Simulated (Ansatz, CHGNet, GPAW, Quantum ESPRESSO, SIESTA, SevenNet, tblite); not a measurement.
# Quantum ESPRESSO on generalised stacking fault on (111) (glide set) of a GaP-AlP solid solution (72 atoms): settings compared

How far do other settings of Quantum ESPRESSO move the forces in generalised stacking fault on (111) (glide set) of a GaP-AlP solid solution (72 atoms)? One run of the same program serves as the yardstick.

Program: Quantum ESPRESSO 7.5. Level of theory: the method is named at each step. Results are calculated unless marked as measured.

### 1. The starting structure

The cell holds 72 atoms: 18 Al, 36 P and 18 Ga. Cell: a = 6.683 Å, b = 11.576 Å, c = 19.233 Å, α = 90.0°, β = 83.3°, γ = 90.0°. Zinc-blende GaP lattice (a = 5.4569 Å, the value set for the mixture), cell with z along [111], 1 x 3 x 2 periods; the third cell vector is tilted by 0.333 of 1/2[11-2] and lengthened by 0.2 Å, so the cell holds one fault (glide set); displaced by a Gaussian of 0.01 Å; 18 of 36 Ga sites given to Al at random (lattice constant by Vegard's rule between GaP and AlP). Then every atom was moved at random, 0.02 Å r.m.s. a Cartesian component. The structure's axis is c.

The yardstick, on the same geometry:

- method: Kohn-Sham DFT, PBE, SSSP efficiency 1.3.0 pseudopotentials, plane waves (Quantum ESPRESSO 7.5); sssp-pbe-1.3.0-efficiency, cutoffs 60/480 Ry, Γ point
- r.m.s. force component: 0.4078 eV/Å
- longest force: 1.63 eV/Å
- pressure: 1.177 GPa
- gap (highest filled to lowest empty level): 1.326 eV
- time: 12 min on 4 MPI ranks of Arm Neoverse V1, shared host
- CPU time: 49 min

### 2. PBE, sssp-1.3.0-efficiency, 20/160 Ry

Method: Kohn-Sham DFT, PBE, SSSP efficiency 1.3.0 pseudopotentials, plane waves.

File pw.in:

```
&control
  calculation = 'scf'
  pseudo_dir = './pseudo'
  outdir = './tmp'
  disk_io = 'none'
  tprnfor = .true.
  tstress = .true.
/
&system
  ibrav = 0
  nat = 72
  ntyp = 3
  ecutwfc = 20
  ecutrho = 160
  nosym = .true.
  occupations = 'smearing'
  smearing = 'fd'
  degauss = 0.003675
/
&electrons
  conv_thr = 3.6e-07
  electron_maxstep = 100
  mixing_beta = 0.2
  mixing_mode = 'local-TF'
  diagonalization = 'david'
/
ATOMIC_SPECIES
Al 26.982 Al.upf
P 30.974 P.upf
Ga 69.723 Ga.upf
CELL_PARAMETERS angstrom
6.68331 0.00000 0.00000
0.00000 11.57583 0.00000
2.22775 0.00000 19.10326
ATOMIC_POSITIONS crystal
Al 0.49145 0.16431 0.02009
P 0.45675 0.16787 0.14487
Ga 0.76548 0.16572 0.18579
P 0.72817 0.16438 0.30691
Ga 0.99579 0.00043 0.01995
P 0.94437 0.99960 0.14477
Al 0.27050 0.00024 0.18607
P 0.22436 0.99906 0.30921
Ga 0.54591 0.00040 0.35110
P 0.51132 0.99844 0.47452
Al 0.49556 0.50265 0.02129
P 0.44892 0.50098 0.14394
Ga 0.77544 0.49883 0.18639
P 0.73017 0.49997 0.31019
Al 0.99495 0.33232 0.02018
P 0.94915 0.32897 0.14462
Ga 0.26976 0.33286 0.18769
P 0.22364 0.33356 0.31047
Al 0.54346 0.33627 0.34954
P 0.51599 0.33370 0.47320
Ga 0.04920 0.16667 0.34803
P 0.00771 0.16708 0.47246
Ga 0.32546 0.16784 0.51535
P 0.29027 0.16604 0.63842
Al 0.60802 0.16628 0.68052
P 0.56268 0.16755 0.80403
Ga 0.82523 0.99780 0.51547
P 0.78441 0.99855 0.63983
Al 0.10731 0.00241 0.68073
P 0.06687 0.99821 0.80375
Ga 0.38597 0.99916 0.84534
P 0.33875 0.99826 0.96968
Ga 0.49612 0.83286 0.02173
P 0.45351 0.83210 0.14320
Al 0.77622 0.83619 0.18564
P 0.73150 0.83277 0.31001
Ga 0.99359 0.66856 0.02148
P 0.95220 0.66660 0.14428
Al 0.27460 0.66644 0.18426
P 0.23277 0.66659 0.30945
Al 0.55564 0.66561 0.34968
P 0.50800 0.66851 0.47527
Ga 0.05172 0.50088 0.34986
P 0.00737 0.50102 0.47632
Al 0.32738 0.50039 0.51602
P 0.28506 0.49965 0.63988
Al 0.61290 0.49783 0.67995
P 0.56115 0.49884 0.80319
Al 0.82269 0.33321 0.51411
P 0.79116 0.33219 0.64286
Al 0.10338 0.33646 0.67955
P 0.06264 0.32963 0.80634
Ga 0.38460 0.33071 0.84673
P 0.34636 0.33032 0.96887
Al 0.88445 0.16588 0.84544
P 0.84635 0.16694 0.96931
[... 12 atom lines left out ...]
Ga 0.88830 0.49849 0.84571
P 0.84075 0.49911 0.97337
Al 0.88682 0.83091 0.84356
P 0.84487 0.83067 0.96998
K_POINTS gamma
```

Run with:

```console
OMP_NUM_THREADS=1 mpirun -np 2 pw.x -in pw.in > output.txt
```

The log of the run:

```text
Program PWSCF
     gamma-point specific algorithms are used
     Parallelization info
     sticks:   dense  smooth     PW     G-vecs:    dense   smooth      PW
     Min        1761     874    215               170439    60202    7512
     Max        1762     875    216               170444    60207    7513
     Sum        3523    1749    431               340883   120409   15025
     bravais-lattice index     =            0
     lattice parameter (alat)  =      12.6296  a.u.
     unit-cell volume          =    9973.5056 (a.u.)^3
     number of atoms/cell      =           72
     number of atomic types    =            3
     number of electrons       =       468.00
     number of Kohn-Sham states=          281
     kinetic-energy cutoff     =      20.0000  Ry
     charge density cutoff     =     160.0000  Ry
     scf convergence threshold =      3.6E-07
     mixing beta               =       0.2000
     number of iterations used =            8  local-TF  mixing
     Exchange-correlation= SLA  PW   PBX  PBC
                           (   1   4   3   4   0   0   0)
     crystal axes: (cart. coord. in units of alat)
               a(1) = (   1.000000   0.000000   0.000000 )
               a(2) = (   0.000000   1.732050   0.000000 )
               a(3) = (   0.333330   0.000000   2.858353 )
     reciprocal axes: (cart. coord. in units 2 pi/alat)
               b(1) = (  1.000000  0.000000 -0.116616 )
               b(2) = (  0.000000  0.577350  0.000000 )
               b(3) = (  0.000000  0.000000  0.349852 )
     PseudoPot. # 1 for Al:
     Pseudo is Projector augmented-wave + core cor, Zval =  3.0
     PseudoPot. # 2 for P :
     Pseudo is Ultrasoft + core correction, Zval =  5.0
     PseudoPot. # 3 for Ga:
     Pseudo is Projector augmented-wave + core cor, Zval = 13.0
     atomic species   valence    mass     pseudopotential
     Al                3.00    26.98200     Al( 1.00)
     P                 5.00    30.97400     P ( 1.00)
     Ga               13.00    69.72300     Ga( 1.00)
     No symmetry found
   Cartesian axes
     number of k points=     1  Fermi-Dirac smearing, width (Ry)=  0.0037
                       cart. coord. in units 2pi/alat
        k(    1) = (   0.0000000   0.0000000   0.0000000), wk =   2.0000000
     Dense  grid:   170442 G-vectors     FFT dimensions: (  54,  90, 150)
     Smooth grid:    60205 G-vectors     FFT dimensions: (  36,  64, 108)
     Check: negative core charge=   -0.000003
     Initial potential from superposition of free atoms
     starting charge     467.8998, renormalised to     468.0000
     Starting wfcs are  378 randomized atomic wfcs
     Self-consistent Calculation
     iteration #  1     ecut=    20.00 Ry     beta= 0.20
     Threshold (ethr) on eigenvalues was too large:
     Diagonalizing with lowered threshold
     total energy              =   -6219.53594329 Ry
     estimated scf accuracy    <       4.04714310 Ry
     iteration #  2     ecut=    20.00 Ry     beta= 0.20
     total energy              =   -6218.10807804 Ry
     estimated scf accuracy    <       3.02484241 Ry
     iteration #  3     ecut=    20.00 Ry     beta= 0.20
     total energy              =   -6218.69460717 Ry
     estimated scf accuracy    <       0.14987554 Ry
     iteration #  4     ecut=    20.00 Ry     beta= 0.20
     total energy              =   -6218.66649364 Ry
     estimated scf accuracy    <       0.10362061 Ry
     iteration #  5     ecut=    20.00 Ry     beta= 0.20
     total energy              =   -6218.66428487 Ry
     estimated scf accuracy    <       0.05162192 Ry
     iteration #  6     ecut=    20.00 Ry     beta= 0.20
     total energy              =   -6218.69092112 Ry
     estimated scf accuracy    <       0.01024580 Ry
[...]
c_bands:  2 eigenvalues not converged
[...]
total energy              =   -6218.69863889 Ry
[...]
iteration # 19     ecut=    20.00 Ry     beta= 0.20
     total energy              =   -6218.69863635 Ry
     estimated scf accuracy    <       0.00000176 Ry
     iteration # 20     ecut=    20.00 Ry     beta= 0.20
     total energy              =   -6218.69863981 Ry
     estimated scf accuracy    <       0.00000038 Ry
     iteration # 21     ecut=    20.00 Ry     beta= 0.20
     End of self-consistent calculation
          k = 0.0000 0.0000 0.0000 (  7513 PWs)   bands (ev):
   -10.1971 -10.1772 -10.1593 -10.1577 -10.1542 -10.1412 -10.1402 -10.1328
   -10.1300 -10.1239 -10.1134 -10.1108 -10.1025 -10.1011 -10.0995 -10.0943
   -10.0918 -10.0891 -10.0860 -10.0841 -10.0818 -10.0688 -10.0613 -10.0579
   -10.0524 -10.0521 -10.0494 -10.0472 -10.0447 -10.0415 -10.0373 -10.0367
   -10.0332 -10.0305 -10.0288 -10.0234 -10.0205 -10.0204 -10.0183 -10.0093
   -10.0051 -10.0036 -10.0026  -9.9959  -9.9911  -9.9902  -9.9855  -9.9537
[...]
9.3090   9.3492   9.4070   9.5381   9.5526   9.6080   9.6519   9.7397
     9.7930   9.8785   9.8917   9.9436   9.9957  10.0436  10.1073  10.1149
    10.1430  10.1874  10.2497  10.3069  10.3594  10.3836  10.4180  10.4547
    10.4745
     the Fermi energy is     7.1222 ev
!    total energy              =   -6218.69864061 Ry
     estimated scf accuracy    <       0.00000015 Ry
     smearing contrib. (-TS)   =      -0.00000046 Ry
     internal energy E=F+TS    =   -6218.69864014 Ry
     The total energy is F=E-TS. E is the sum of the following terms:
     one-electron contribution =   -2507.82850098 Ry
     hartree contribution      =    1568.07147827 Ry
     xc contribution           =    -884.88765308 Ry
     ewald contribution        =   -1779.64916201 Ry
     one-center paw contrib.   =   -2614.40480234 Ry
     convergence has been achieved in  21 iterations
     Forces acting on atoms (cartesian axes, Ry/au):
     atom    1 type  1   force =     0.01377603    0.00212761   -0.04166311
     atom    2 type  2   force =    -0.03660777   -0.02645200   -0.02973006
     atom    3 type  3   force =     0.00782924   -0.00612175    0.00452651
     atom    4 type  2   force =    -0.00867797    0.03752382    0.02620423
     atom    5 type  3   force =    -0.00721075   -0.00551668   -0.02621759
     atom    6 type  2   force =     0.04587946   -0.00430402   -0.00514502
[...]
atom   70 type  2   force =    -0.00699378   -0.01162807    0.02522492
     atom   71 type  1   force =    -0.00985740    0.00067742    0.01819004
     atom   72 type  2   force =    -0.01235024    0.01602397    0.00005837
     Total force =     0.286265     Total SCF correction =     0.002046
     Computing stress (Cartesian axis) and pressure
          total   stress  (Ry/bohr**3)                   (kbar)     P=      -87.05
  -0.00092779  -0.00000243  -0.00001878         -136.48       -0.36       -2.76
  -0.00000243  -0.00023204  -0.00000502           -0.36      -34.13       -0.74
  -0.00001878  -0.00000502  -0.00061551           -2.76       -0.74      -90.54
     Message from routine punch:
     Nothing written, as per user request (disk_io='none')
```

Run time: 4.2 min. Hardware: 2 MPI ranks of Arm Neoverse V1, shared host; peak memory 1.1 GiB; 8.5 min of CPU time.

Banners, paths, timers and routine set-up lines are dropped from the logs unmarked, and long logs keep their key lines alone; longer cuts are marked.

Against the reference:

| Property | Result |
| --- | --- |
| r.m.s. force component | 0.5008 eV/Å |
| r.m.s. difference of force components | 218.9 meV/Å |
| longest difference of force vectors | 657.4 meV/Å |
| force difference over r.m.s. force | 53.68 % |
| slope of forces against the reference's | 1.11 |
| correlation of force components | 0.9038 |
| gap (highest filled to lowest empty level) | 1.319 eV |
| gap difference | -0.0069 eV |
| pressure | -8.705 GPa |
| pressure difference | -9.882 GPa |
| energy less the same-level run's | 593 meV/atom |
| r.m.s. force difference from the same-level run | 218.9 meV/Å |

This is a coarse setting, run to see what it loses.

Length of the force difference by element (eV/Å):

```
element  atoms   mean   most
     Al     18  0.019  0.031
     Ga     18  0.076   0.14
      P     36   0.52   0.66
```

Levels nearest the highest filled one (eV from it): -1.18, -1.10, -1.06, -1.00, -0.96, -0.74, -0.68, -0.63, -0.57, -0.43, -0.06, 0.00, 1.32, 1.51, 1.57, 1.60, 1.65, 1.81, 1.84, 1.87, 1.93, 2.02, 2.14, 2.18.

The surroundings of P36, picked at random, nearest first, numbered as they follow in the input and with coordinates relative to it.

```
atom      x      y      z  distance (Å)  bonds     Fx     Fy  Fz (eV/Å)
 P36   0.00   0.00   0.00          0.00      4   0.18  -0.34      -0.45
Al57   2.20  -0.01   0.78          2.33      4   0.04  -0.05       0.02
Al41  -1.09  -1.94   0.76          2.35      4  -0.53   0.24       0.32
Al35   0.02   0.04  -2.38          2.38      4  -0.56  -0.62       0.13
 Ga9  -1.15   1.94   0.78          2.39      4  -0.25  -0.16       0.18
  P8   3.29   1.92  -0.02          3.81      4   0.31  -0.58      -0.47
 P58   2.23   0.00   3.12          3.84      4   0.59  -0.13      -0.27
  P4  -0.03   3.84  -0.06          3.84      4  -0.22   0.96       0.67
 P10  -1.11   1.92   3.14          3.84      4  -0.76  -0.45       0.16
```

Forces lie 54 % from the reference's, at 0.17 times its CPU time (on 2 against 4 cores).

The difference per atom is largest on P (0.52 eV/Å on average, against 0.076 on Ga).

Within one program, basis, potentials and functional, energies share a zero. Each run against its twin at the usual cutoff or grid and solver:

```
                                     run                              twin  Δ energy (meV/atom)  Δ force, r.m.s. (meV/Å)         CPU time over the twin's
QE PBE, sssp-1.3.0-efficiency, 20/160 Ry  sssp-1.3.0-efficiency, 60/480 Ry                  593                      219  0.17 (this twin ran on 4 cores)
```

### 3. Results

| Property | Result |
| --- | --- |
| force difference from the reference | QE PBE, sssp-1.3.0-efficiency, 20/160 Ry (coarse), 54 % |
| its CPU time | 8.5 min |

What this shows: Runs with settings chosen to be coarse differ by 54 % (QE PBE, sssp-1.3.0-efficiency, 20/160 Ry). One electronic-structure run takes under half the reference's CPU time: QE PBE, sssp-1.3.0-efficiency, 20/160 Ry, at 54 % in 8.5 min against 49 min; its pressure misses by -9.9 GPa. PBE gaps agree with the reference's 1.33 eV within 0.007 eV. These are spacings on the run's k-points, which needn't hold the band edges. In pressure, QE PBE, sssp-1.3.0-efficiency, 20/160 Ry misses by -9.9 GPa, at the same functional; a cutoff this low leaves a large Pulay stress. The reference's pressure holds the uncorrected Pulay stress of its 60 Ry basis, so small pressure differences, and their order, may be the reference's own error. The reference's stress is far from hydrostatic: its diagonal is -3.2, 6.2, 0.5 GPa, compression counted positive. The host structure and its lattice constant were typed by rule, without a check against the phase diagram. The electronic-structure runs sample only Γ, in a cell whose shortest periodic width is 7 Å.

[Also dropped from logs without a mark: logging warnings of Python, and SIESTA's first energy breakdown and zero terms.]

[Logs are printed without paths, hosts, clocks, repeated set-up lines and the standing remarks that a program may print on its own settings, such as how far it seeks lower states.]

[Hosts, paths, dates, database ids (printed as entryN), source tags and the programs' standing remarks are cut or masked in the printed files.]
